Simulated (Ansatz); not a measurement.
# PbSe (rocksalt): the band gap by level of theory

All numbers come from the PAW code Ansatz. The values are computed, non-magnetic, and not measurements.

Structure: PbSe in the rocksalt structure, at its r2SCAN minimum. Pb has 6 Se at 3.09 Å; Se has 6 Pb at 3.09 Å.

Space group Fm-3m (No. 225). a = 6.177 Å, b = 6.177 Å, c = 6.177 Å, α = 90.00°, β = 90.00°, γ = 90.00°
```json
{"atom": "Pb", "site": "4a", "symmetry": "m-3m", "x": "0.0000", "y": "0.0000", "z": "0.0000"}
{"atom": "Se", "site": "4b", "symmetry": "m-3m", "x": "0.5000", "y": "0.0000", "z": "0.0000"}
```

Gaps on the r2SCAN cell, each the least over its mesh and the special points:

| level | k mesh | gap (eV) | kind | edges | least direct gap (eV) | rough cost |
| --- | --- | --- | --- | --- | --- | --- |
| PBE | 8×8×8 | 0.37 | direct | L | 0.37 | 3 core-seconds |
| PBE+SOC | 8×8×8 | 0.12 | direct | L | 0.12 | 14 core-seconds |
| r2SCAN | 8×8×8 | 0.66 | direct | L | 0.66 | 6 core-seconds |
| HSE06 | 6×6×6 | 0.79 | direct | L | 0.79 | 2.8 core-minutes |
| PBE0 | 6×6×6 | 1.34 | direct | L | 1.34 | 2.8 core-minutes |

PBE, PBE+SOC: smearing of 0.02 eV; the others have fixed occupations.
Wave cutoffs: 420 eV, 500 eV (r2SCAN).
Costs come from shared machines and give only the order; PBE's includes the band path. The runs had 2 threads of Arm Neoverse V1, on a shared host.

The HSE06 gap is direct at L: 0.79 eV. Spin-orbit coupling changes the PBE gap by -0.26 eV, to 0.12 eV; at Γ the threefold valence level splits into a fourfold and a twofold level 0.66 eV apart, the fourfold one on top.

r2SCAN covers 70 % of the step from PBE to HSE06, while HSE06 needs about 26 times r2SCAN's cost (on a coarser mesh). For gaps to 0.1 eV, spin-orbit coupling (up to 0.26 eV here) has to be included. All these functionals give a gap of the same kind, direct.

Only the levels marked +SOC include spin-orbit coupling.

The meshes of the hybrids are coarse, so their gaps aren't converged to the digits shown.
